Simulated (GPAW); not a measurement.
Runs of GPAW 26.7.0 on Zn. The structure is cubic, space group Fm-3m (No. 225). Conventional cell: a = 3.930 Å, b = 3.930 Å, c = 3.930 Å, α = 90.00°, β = 90.00°, γ = 90.00°. Zn (site symmetry m-3m) is surrounded by 12 Zn at 2.78 Å. This isn't the form of Zn at room conditions, which is hcp.

| level | potentials or basis | eigensolver | gap on the mesh (eV) | pressure (GPa) | relaxed volume (Å³/atom) |
| --- | --- | --- | --- | --- | --- |
| r2SCAN | GPAW PAW data sets (gpaw-data 1.2.1), pw | - | none | 0.0 | (a) |
| SCAN | GPAW PAW data sets (gpaw-data 1.2.1), pw | - | none | -0.1 | (b) |
| RPBE | the program's PAW data sets (release 1.2.1) made for this functional, pw | - | none | 0.1 | 15.75 |
| BLYP | PAW data sets generated in the run's folder for this functional, pw | davidson | none | 0.0 | 16.74 |
| PW91 | PAW data sets generated in the run's folder for this functional, pw | - | none | 0.0 | 15.03 |

Alike in all rows: task relaxation of cell and atoms; no spin polarisation; cell relaxed; k mesh 10 × 10 × 10; cutoff (eV) 600; smearing fermi-dirac 0.05 eV.

Question: Fill in the values left out.

Answer: (a) 14.32; (b) 13.92.

Caveats: later steps reuse the first step's grids; the PAW data sets were made with another functional, which shifts forces and pressure a little (some runs).

A gap of «none» marks a metal or a gap under the smearing width.
